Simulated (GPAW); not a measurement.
# SnSe (Fm-3m) in GPAW: notebook, part 2 of 3

GPAW 26.7.0. The steps go on from the part before.

**3. Phonons, PBE+D4**

run.py reads:

```python
import json
import numpy as np
from ase import Atoms
from ase.calculators.mixing import SumCalculator
from ase.constraints import FixSymmetry
from ase.io import write
from ase.optimize import BFGS
from dftd4.ase import DFTD4
from phonopy import Phonopy
from phonopy.structure.atoms import PhonopyAtoms
from gpaw import GPAW

atoms = Atoms(['Sn', 'Se'],
              cell=[[0.0, 3.01, 3.01],
                    [3.01, 0.0, 3.01],
                    [3.01, 3.01, 0.0]],
              scaled_positions=[[0.0, 0.0, 0.0],
                                [0.5, 0.5, 0.5]],
              pbc=True)

calc = GPAW(mode='lcao',
            h=0.16,
            basis='dzp',
            xc='PBE',
            kpts={'size': (3, 3, 3), 'gamma': True},
            occupations={'name': 'fermi-dirac', 'width': 0.05},
            convergence={'density': 1e-06},
            random=True,
            maxiter=100,
            txt='gpaw.txt')
atoms.calc = SumCalculator([calc, DFTD4(method='pbe')])
atoms.set_constraint(FixSymmetry(atoms))
BFGS(atoms, trajectory='relax.traj', logfile='-').run(fmax=0.005, steps=40)
atoms.set_constraint()
energy = atoms.get_potential_energy()
forces = atoms.get_forces()
calc.write('gs.gpw')
write('result.traj', atoms)
print('Cell:', atoms.cell.cellpar().round(4))
print(atoms.get_scaled_positions().round(5))

def force_constants(scale):
    unit = PhonopyAtoms(symbols=atoms.get_chemical_symbols(), cell=atoms.cell[:] * scale**(1 / 3),
                        scaled_positions=atoms.get_scaled_positions())
    ph = Phonopy(unit, supercell_matrix=np.diag([2, 2, 2]), primitive_matrix=np.eye(3), symprec=1e-4)
    ph.generate_displacements(distance=0.03)
    forces = []
    for i, sc in enumerate(ph.supercells_with_displacements):
        a = Atoms(sc.symbols, cell=sc.cell, scaled_positions=sc.scaled_positions, pbc=True)
        c = GPAW(mode='lcao',
                 h=0.16,
                 basis='dzp',
                 xc='PBE',
                 kpts={'size': (2, 2, 2), 'gamma': True},
                 occupations={'name': 'fermi-dirac', 'width': 0.05},
                 convergence={'density': 1e-06},
                 random=True,
                 maxiter=100,
                 txt=f'disp-{scale:.3f}-{i:02d}.txt')
        a.calc = SumCalculator([c, DFTD4(method='pbe')])
        f = a.get_forces()
        forces.append(f - f.mean(axis=0))
        print(f'displacement {i}: drift', f.mean(axis=0).round(5), flush=True)
    ph.forces = forces
    ph.produce_force_constants()
    ph.symmetrize_force_constants()
    return ph

qpoints = [[0.0, 0.0, 0.0], [0.0, 0.0, 0.5], [0.0, 0.5, 0.0], [0.0, 0.5, 0.5], [0.5, 0.0, 0.0], [0.5, 0.0, 0.5], [0.5, 0.5, 0.0], [0.5, 0.5, 0.5]]
results = {}
for scale in [1.0]:
    ph = force_constants(scale)
    ph.run_qpoints(qpoints)
    nu = ph.qpoints.frequencies * 33.35641  # THz to cm^-1
    results[f'{scale:.3f}'] = nu.tolist()
    for qp, f in zip(qpoints, nu):
        print(scale, np.round(qp, 4), f.round(2))

path = atoms.cell.bandpath('GXWKGLUWLK,UX', npoints=60, eps=1e-4)
ph.run_qpoints(path.kpts)
results['path'] = (ph.qpoints.frequencies * 33.35641).tolist()
results['path_q'] = path.kpts.tolist()
x, ticks, names = path.get_linear_kpoint_axis()
results['axis'] = [x.tolist(), list(ticks), names]
ph.run_mesh([15, 15, 15], is_gamma_center=True)
ph.run_thermal_properties(temperatures=[0, 100, 200, 300, 500, 800], cutoff_frequency=0.05)
tp = ph.thermal_properties
results['thermal'] = [list(v) for v in (tp.temperatures, tp.free_energy, tp.entropy, tp.heat_capacity)]
for t, fv, s, cv in zip(*results['thermal']):
    print(f'{t:6.0f} K  F {fv:9.4f} kJ/mol  S {s:9.4f} J/K/mol  Cv {cv:9.4f} J/K/mol')
json.dump(results, open('phonons.json', 'w'))
```

Potentials or basis: GPAW PAW data sets (gpaw-data 1.2.1), lcao:dzp.

Launch:

```sh
OMP_NUM_THREADS=1 python run.py
```

gpaw.txt:

```text
__  _  _
 | _ |_)|_||  |
 |__||  | ||/\| - 26.7.0

Input parameters:
  mode=LCAO(),
  basis={'default': 'dzp'},
  convergence={'density': 1e-06},
  h=0.16,
  kpts=MonkhorstPack(size=(3, 3, 3), gamma=True),
  maxiter=100,
  occupations=Occupations(name='fermi-dirac', width=0.05),
  random=True,
  xc=XC(name='PBE')

                Se

       Sn

Atoms  # Å, Bohr magnetons
|   | symbol |        x |        y |        z |    initial magnetic moments |
|---|--------|----------|----------|----------|-----------------------------|
| 0 |     Sn | 0.000000 | 0.000000 | 0.000000 | ( 0.0000,  0.0000,  0.0000) |
| 1 |     Se | 3.010000 | 3.010000 | 3.010000 | ( 0.0000,  0.0000,  0.0000) |

Unit cell  # Å
| periodic |        x |        y |        z |  lengths |    angles |
|----------|----------|----------|----------|----------|-----------|
|      yes | 0.000000 | 3.010000 | 3.010000 | 4.256783 | 60.000000 |
|      yes | 3.010000 | 0.000000 | 3.010000 | 4.256783 | 60.000000 |
|      yes | 3.010000 | 3.010000 | 0.000000 | 4.256783 | 60.000000 |

Number of symmetries: 48
Symmetry operations  # r_c * U_cc + t_c -> r_c
[... 415 lines left out ...]
Energy contributions relative to reference atoms: (reference = -234114.225438)

Energy contributions:
  Kinetic:          16.638566
  Coulomb:         -16.898389
  Zero:              0.108175
  External:          0.000000
  Xc:               -7.928100
  Entropy:          -0.000000
  Spinorbit:         0.000000
  ----------------------------
  Free energy:      -8.079749
  Extrapolated:     -8.079749

dipole moment: (-20.376185, -20.376185, -20.376185)  # |e|*Ang

Fermi level: 6.521
Eigenvalues  # (at kpt = [0.000, 0.000, 0.000])
| band index |      eig [eV] | occ [0-2] |
|------------|---------------|-----------|
|          0 |       -15.603 |     2.000 |
|        ... |               |           |
|          2 |       -15.599 |     2.000 |
|          3 |       -15.599 |     2.000 |
|          4 |       -15.598 |     2.000 |
|          5 |        -7.827 |     2.000 |
|          6 |         0.971 |     2.000 |
|          7 |         3.882 |     2.000 |
|          8 |         3.884 |     2.000 |
|          9 |         3.884 |     2.000 |
|         10 |        10.401 |     0.000 |
|         11 |        10.402 |     0.000 |
|         12 |        10.402 |     0.000 |

Gap: 1.997 eV
Transition (v -> c):
  (s=0, k=3, n=9, [0.33, 0.33, 0.33]) -> (s=0, k=3, n=10, [0.33, 0.33, 0.33])
No difference between direct/indirect transitions

Forces  # eV/Ang
|        x |       y |        z |
|----------|---------|----------|
| -0.00000 | 0.00000 | -0.00000 |  # Sn   0
|  0.00000 | 0.00000 |  0.00000 |  # Se   1

# Writing to gs.gpw (mode='')
```

It took 6.5 min on 1 thread of Intel Xeon at 2.80GHz (Skylake/Cascade Lake), shared host; peak memory 0.88 GiB.

These settings aren't checked as converged: the numbers below hold their error.

Results:

- Free energy: -8.8557 eV
- Highest phonon frequency, LO-TO splitting left out: 137 cm⁻¹
- Most unstable mode: 29i cm⁻¹
- Dispersion energy per atom: -0.388 eV

Caveat: the k mesh is coarse; some modes are imaginary; the LO-TO splitting is left out; this odd mesh misses L, where the gap lies, so gap, dielectric constants and Born charges aren't listed; phonon bands are interpolated from a small supercell; the basis of atomic orbitals isn't converged, which shifts pressures, moduli and gaps.

**4. Gruneisen, BLYP+D3(BJ)**

run.py reads:

```python
import json
import numpy as np
from ase import Atoms
from ase.calculators.mixing import SumCalculator
from ase.constraints import FixSymmetry
from ase.filters import FrechetCellFilter
from ase.io import write
from ase.optimize import BFGS
from dftd3.ase import DFTD3
from phonopy import Phonopy
from phonopy.structure.atoms import PhonopyAtoms
from gpaw import GPAW, PW, setup_paths

setup_paths.insert(0, '.')

atoms = Atoms(['Sn', 'Se'],
              cell=[[0.0, 3.01, 3.01],
                    [3.01, 0.0, 3.01],
                    [3.01, 3.01, 0.0]],
              scaled_positions=[[0.0, 0.0, 0.0],
                                [0.5, 0.5, 0.5]],
              pbc=True)

calc = GPAW(mode=PW(510),
            xc='BLYP',
            kpts={'size': (8, 8, 8), 'gamma': True},
            occupations={'name': 'fermi-dirac', 'width': 0.05},
            nbands=19,
            convergence={'density': 1e-06, 'eigenstates': 1e-09},
            mixer={'backend': 'pulay', 'beta': 0.02, 'nmaxold': 8, 'weight': 100.0},
            eigensolver='davidson',
            maxiter=75,
            txt='gpaw.txt')
atoms.calc = SumCalculator([calc, DFTD3(method='blyp', damping='d3bj')])
atoms.set_constraint(FixSymmetry(atoms))
BFGS(FrechetCellFilter(atoms), trajectory='relax.traj', logfile='-').run(fmax=0.005, steps=40)
atoms.set_constraint()
energy = atoms.get_potential_energy()
forces = atoms.get_forces()
stress = atoms.get_stress()
calc.write('gs.gpw')
write('result.traj', atoms)
print('Cell:', atoms.cell.cellpar().round(4))
print(atoms.get_scaled_positions().round(5))

def force_constants(scale):
    unit = PhonopyAtoms(symbols=atoms.get_chemical_symbols(), cell=atoms.cell[:] * scale**(1 / 3),
                        scaled_positions=atoms.get_scaled_positions())
    ph = Phonopy(unit, supercell_matrix=np.diag([1, 1, 1]), primitive_matrix=np.eye(3), symprec=1e-4)
    ph.generate_displacements(distance=0.01)
    forces = []
    for i, sc in enumerate(ph.supercells_with_displacements):
        a = Atoms(sc.symbols, cell=sc.cell, scaled_positions=sc.scaled_positions, pbc=True)
        c = GPAW(mode=PW(510),
                 xc='BLYP',
                 kpts={'size': (8, 8, 8), 'gamma': True},
                 occupations={'name': 'fermi-dirac', 'width': 0.05},
                 nbands=19,
                 convergence={'density': 1e-06, 'eigenstates': 1e-09},
                 mixer={'backend': 'pulay', 'beta': 0.02, 'nmaxold': 8, 'weight': 100.0},
                 eigensolver='davidson',
                 maxiter=75,
                 txt=f'disp-{scale:.3f}-{i:02d}.txt')
        a.calc = SumCalculator([c, DFTD3(method='blyp', damping='d3bj')])
        f = a.get_forces()
        forces.append(f - f.mean(axis=0))
        print(f'displacement {i}: drift', f.mean(axis=0).round(5), flush=True)
    ph.forces = forces
    ph.produce_force_constants()
    ph.symmetrize_force_constants()
    return ph

qpoints = [[0.0, 0.0, 0.0]]
results = {}
for scale in [0.99, 1.0, 1.01]:
    ph = force_constants(scale)
    ph.run_qpoints(qpoints)
    nu = ph.qpoints.frequencies * 33.35641  # THz to cm^-1
    results[f'{scale:.3f}'] = nu.tolist()
    for qp, f in zip(qpoints, nu):
        print(scale, np.round(qp, 4), f.round(2))

lo, mid, hi = (np.array(results[x]) for x in ('0.990', '1.000', '1.010'))
gamma = np.where(abs(mid) > 5, -(hi - lo) / (np.log(1.01 / 0.99) * np.where(abs(mid) > 5, mid, 1)), 0)
results['gamma'] = gamma.tolist()
print('Mode Grueneisen parameters:')
print(gamma.round(3))
json.dump(results, open('phonons.json', 'w'))
```

Potentials or basis: PAW data sets generated in the run's folder for this functional, pw.

Launch:

```sh
gpaw-setup -f BLYP Se Sn
OMP_NUM_THREADS=1 python run.py
```

gpaw.txt:

```text
__  _  _
 | _ |_)|_||  |
 |__||  | ||/\| - 26.7.0

Input parameters:
  mode=PW(ecut=510.0),
  convergence={'density': 1e-06, 'eigenstates': 1e-09},
  eigensolver=Davidson(niter=2),
  kpts=MonkhorstPack(size=(8, 8, 8), gamma=True),
  maxiter=75,
  mixer=Pulay(name='pulay', nmaxold=8, beta=0.02, weight=100.0, sigma=0.015, g_ss=None),
  nbands=19,
  occupations=Occupations(name='fermi-dirac', width=0.05),
  xc=XC(name='BLYP')

Diagonalizing LCAO Hamiltonian
Converting LCAO to pw mode

                Se

       Sn

Atoms  # Å, Bohr magnetons
|   | symbol |        x |        y |        z |    initial magnetic moments |
|---|--------|----------|----------|----------|-----------------------------|
| 0 |     Sn | 0.000000 | 0.000000 | 0.000000 | ( 0.0000,  0.0000,  0.0000) |
| 1 |     Se | 3.010000 | 3.010000 | 3.010000 | ( 0.0000,  0.0000,  0.0000) |

Unit cell  # Å
| periodic |        x |        y |        z |  lengths |    angles |
|----------|----------|----------|----------|----------|-----------|
|      yes | 0.000000 | 3.010000 | 3.010000 | 4.256783 | 60.000000 |
|      yes | 3.010000 | 0.000000 | 3.010000 | 4.256783 | 60.000000 |
|      yes | 3.010000 | 3.010000 | 0.000000 | 4.256783 | 60.000000 |

Number of symmetries: 48
Symmetry operations  # r_c * U_cc + t_c -> r_c
|    | kind |            matrix            |
|----|------|------------------------------|
|  0 |  σ   |  1, 0, 0,  1, 0,-1,  1,-1, 0 |
|  1 |  C2  |  1, 0, 0,  1,-1, 0,  1, 0,-1 |
|  2 |  E   |  1, 0, 0,  0, 1, 0,  0, 0, 1 |
|  3 |  σ   |  1, 0, 0,  0, 0, 1,  0, 1, 0 |
|  4 |  C4  |  1, 0,-1,  1, 0, 0,  1,-1, 0 |
|  5 |  S6  |  1, 0,-1,  1,-1, 0,  1, 0, 0 |
|  6 |  σ   |  1, 0,-1,  0, 1,-1,  0, 0,-1 |
|  7 |  C3  |  1, 0,-1,  0, 0,-1,  0, 1,-1 |
|  8 |  S6  |  1,-1, 0,  1, 0, 0,  1, 0,-1 |
[... 165 lines left out ...]
SCF iterations
|iter     | |      energy | eigst |  dens |
|---------|-|-------------|-------|-------|
|iter:   1| |   -7.383563 | -0.28 |       |
|iter:   2| |   -7.365007 | -1.99 | -1.24 |
|iter:   3| |   -7.158761 | -2.22 | -1.26 |
|iter:   4| |   -7.161464 | -3.32 | -1.70 |
|iter:   5| |   -7.179408 | -3.18 | -1.75 |
|iter:   6| |   -7.166474 | -3.69 | -2.02 |
|iter:   7| |   -7.166617 | -5.88 | -2.83 |
|iter:   8| |   -7.166225c| -4.59 | -2.81 |
|iter:   9| |   -7.166210c| -5.91 | -3.27 |
|iter:  10| |   -7.166206c| -7.27 | -3.55 |
|iter:  11| |   -7.166214c| -6.60 | -3.56 |
|iter:  12| |   -7.166210c| -6.03 | -3.46 |
|iter:  13| |   -7.166210c| -7.42 | -4.01 |
|iter:  14| |   -7.166208c| -7.45 | -4.01 |
|iter:  15| |   -7.166198c| -6.13 | -4.01 |
|iter:  16| |   -7.166209c| -5.99 | -3.89 |
|iter:  17| |   -7.166209c| -6.77 | -4.54 |
|iter:  18| |   -7.166209c| -7.85 | -5.22 |
[... 53 lines left out ...]
Stress tensor  # eV/Ang^3
|         x |         y |         z |
|-----------|-----------|-----------|
| -0.027511 |  0.000000 |  0.000000 |
|  0.000000 | -0.027511 |  0.000000 |
|  0.000000 |  0.000000 | -0.027511 |

Forces  # eV/Ang
|       x |        y |        z |
|---------|----------|----------|
| 0.00000 | -0.00000 | -0.00000 |  # Sn   0
| 0.00000 |  0.00000 | -0.00000 |  # Se   1

Interpolating wave functions to new cell

                Se

       Sn

Atoms  # Å, Bohr magnetons
|   | symbol |        x |        y |        z |    initial magnetic moments |
|---|--------|----------|----------|----------|-----------------------------|
| 0 |     Sn | 0.000000 | 0.000000 | 0.000000 | ( 0.0000,  0.0000,  0.0000) |
| 1 |     Se | 3.007968 | 3.007968 | 3.007968 | ( 0.0000,  0.0000,  0.0000) |

Unit cell  # Å
| periodic |         x |         y |        z |  lengths |    angles |
|----------|-----------|-----------|----------|----------|-----------|
|      yes | -0.000000 |  3.007968 | 3.007968 | 4.253909 | 60.000000 |
|      yes |  3.007968 | -0.000000 | 3.007968 | 4.253909 | 60.000000 |
|      yes |  3.007968 |  3.007968 | 0.000000 | 4.253909 | 60.000000 |

Number of symmetries: 48
Symmetry operations  # r_c * U_cc + t_c -> r_c
|    | kind |            matrix            |
|----|------|------------------------------|
|  0 |  σ   |  1, 0, 0,  1, 0,-1,  1,-1, 0 |
|  1 |  C2  |  1, 0, 0,  1,-1, 0,  1, 0,-1 |
|  2 |  E   |  1, 0, 0,  0, 1, 0,  0, 0, 1 |
|  3 |  σ   |  1, 0, 0,  0, 0, 1,  0, 1, 0 |
|  4 |  C4  |  1, 0,-1,  1, 0, 0,  1,-1, 0 |
|  5 |  S6  |  1, 0,-1,  1,-1, 0,  1, 0, 0 |
|  6 |  σ   |  1, 0,-1,  0, 1,-1,  0, 0,-1 |
|  7 |  C3  |  1, 0,-1,  0, 0,-1,  0, 1,-1 |
|  8 |  S6  |  1,-1, 0,  1, 0, 0,  1, 0,-1 |
[... 165 lines left out ...]
SCF iterations
|iter     | |      energy | eigst |  dens |
|---------|-|-------------|-------|-------|
|iter:   1| |   -7.163081 |       |       |
|iter:   2| |   -7.163068 | -5.51 | -2.89 |
|iter:   3| |   -7.162883c| -5.38 | -2.89 |
|iter:   4| |   -7.162894c| -6.86 | -3.48 |
|iter:   5| |   -7.162869c| -5.78 | -3.37 |
|iter:   6| |   -7.162871c| -6.81 | -4.10 |
|iter:   7| |   -7.162872c| -7.92 | -4.02 |
|iter:   8| |   -7.162868c| -6.49 | -3.94 |
|iter:   9| |   -7.162868c| -7.61 | -4.65 |
|iter:  10| |   -7.162868c| -8.40 | -4.67 |
|iter:  11| |   -7.162868c| -8.28 | -4.69 |
|iter:  12| |   -7.162868c| -9.32c| -5.47 |
|iter:  13| |   -7.162868c|-10.20c| -5.51 |
|iter:  14| |   -7.162868c| -9.72c| -5.53 |
|iter:  15| |   -7.162868c|-10.05c| -5.59 |
|iter:  16| |   -7.162868c|-12.18c| -5.66 |
|iter:  17| |   -7.162868c| -9.29c| -5.64 |
|iter:  18| |   -7.162868c|-10.24c| -6.09c|
[... 47 lines left out ...]
Stress tensor  # eV/Ang^3
|         x |         y |         z |
|-----------|-----------|-----------|
| -0.028260 | -0.000000 |  0.000000 |
| -0.000000 | -0.028260 |  0.000000 |
|  0.000000 |  0.000000 | -0.028260 |

Forces  # eV/Ang
|        x |        y |        z |
|----------|----------|----------|
| -0.00000 |  0.00000 |  0.00000 |  # Sn   0
|  0.00000 | -0.00000 | -0.00000 |  # Se   1

Interpolating wave functions to new cell

                Se

       Sn

Atoms  # Å, Bohr magnetons
|   | symbol |        x |        y |        z |    initial magnetic moments |
|---|--------|----------|----------|----------|-----------------------------|
| 0 |     Sn | 0.000000 | 0.000000 | 0.000000 | ( 0.0000,  0.0000,  0.0000) |
| 1 |     Se | 2.998779 | 2.998779 | 2.998779 | ( 0.0000,  0.0000,  0.0000) |

Unit cell  # Å
| periodic |         x |         y |        z |  lengths |    angles |
|----------|-----------|-----------|----------|----------|-----------|
|      yes | -0.000000 |  2.998779 | 2.998779 | 4.240914 | 60.000000 |
|      yes |  2.998779 | -0.000000 | 2.998779 | 4.240914 | 60.000000 |
|      yes |  2.998779 |  2.998779 | 0.000000 | 4.240914 | 60.000000 |

Number of symmetries: 48
Symmetry operations  # r_c * U_cc + t_c -> r_c
|    | kind |            matrix            |
|----|------|------------------------------|
|  0 |  σ   |  1, 0, 0,  1, 0,-1,  1,-1, 0 |
|  1 |  C2  |  1, 0, 0,  1,-1, 0,  1, 0,-1 |
|  2 |  E   |  1, 0, 0,  0, 1, 0,  0, 0, 1 |
|  3 |  σ   |  1, 0, 0,  0, 0, 1,  0, 1, 0 |
|  4 |  C4  |  1, 0,-1,  1, 0, 0,  1,-1, 0 |
|  5 |  S6  |  1, 0,-1,  1,-1, 0,  1, 0, 0 |
|  6 |  σ   |  1, 0,-1,  0, 1,-1,  0, 0,-1 |
|  7 |  C3  |  1, 0,-1,  0, 0,-1,  0, 1,-1 |
|  8 |  S6  |  1,-1, 0,  1, 0, 0,  1, 0,-1 |
[... 165 lines left out ...]
SCF iterations
|iter     | |      energy | eigst |  dens |
|---------|-|-------------|-------|-------|
|iter:   1| |   -7.151435 |       |       |
|iter:   2| |   -7.151179 | -4.22 | -2.23 |
|iter:   3| |   -7.147410c| -4.05 | -2.24 |
|iter:   4| |   -7.147622c| -5.51 | -2.82 |
|iter:   5| |   -7.147126c| -4.48 | -2.73 |
|iter:   6| |   -7.147151c| -5.51 | -3.44 |
|iter:   7| |   -7.147183c| -6.66 | -3.38 |
|iter:   8| |   -7.147094c| -5.19 | -3.31 |
|iter:   9| |   -7.147095c| -6.34 | -4.00 |
|iter:  10| |   -7.147094c| -7.11 | -4.02 |
|iter:  11| |   -7.147095c| -6.95 | -4.04 |
|iter:  12| |   -7.147095c| -7.95 | -4.84 |
|iter:  13| |   -7.147095c| -8.91 | -4.93 |
|iter:  14| |   -7.147095c| -8.16 | -4.96 |
|iter:  15| |   -7.147095c| -9.28c| -5.05 |
|iter:  16| |   -7.147095c|-10.60c| -5.08 |
|iter:  17| |   -7.147095c|-10.51c| -5.08 |
|iter:  18| |   -7.147095c| -7.72 | -5.11 |
[... 50 lines left out ...]
Stress tensor  # eV/Ang^3
|         x |         y |         z |
|-----------|-----------|-----------|
| -0.031789 | -0.000000 |  0.000000 |
| -0.000000 | -0.031789 |  0.000000 |
|  0.000000 |  0.000000 | -0.031789 |

Forces  # eV/Ang
|       x |        y |        z |
|---------|----------|----------|
| 0.00000 |  0.00000 |  0.00000 |  # Sn   0
| 0.00000 | -0.00000 | -0.00000 |  # Se   1

# Writing to gs.gpw (mode='')
```

It took 6.4 min on 1 thread of Intel Xeon at 2.80GHz (Skylake/Cascade Lake), shared host; peak memory 0.38 GiB.

Results:

| Quantity | Value |
| --- | --- |
| Free energy | -8.8011 eV |
| Relaxed volume | 26.97 Å³/atom |
| Relaxed cell | a = 4.241 Å, b = 4.241 Å, c = 4.241 Å, α = 60.00°, β = 60.00°, γ = 60.00° |
| Space group after relaxing (to 0.05 Å) | Fm-3m (No. 225) |
| Pressure after relaxing | 0.0 GPa |
| Band gap on the k mesh | 0.43 eV, direct |
| Highest phonon frequency at Γ, LO-TO splitting left out | 26 cm⁻¹ |
| Dispersion energy per atom | -0.827 eV |

Final structure:
```xyz
2
Lattice="0.0000 2.9988 2.9988 2.9988 0.0000 2.9988 2.9988 2.9988 0.0000" Properties=species:S:1:pos:R:3 pbc="T T T"
Sn    0.0000    0.0000    0.0000
Se    2.9988    2.9988    2.9988
```

Phonon frequencies in cm⁻¹ (negative: imaginary):
| q point | frequencies |
| --- | --- |
| (0.000, 0.000, 0.000) | 0 0 0 26 26 26 |

Mode Grüneisen parameters of phonons at Γ, in order of frequency: 57.49, 57.49, 57.49

Caveat: the cutoff is short for stress and forces, so pressures can be off by a GPa or more; the density grid can change from cell to cell, which puts small steps into energies and stress; the LO-TO splitting is left out; spin-orbit coupling is left out, which moves the levels of the heavy elements.

(Part 2 of 3 ends here.)
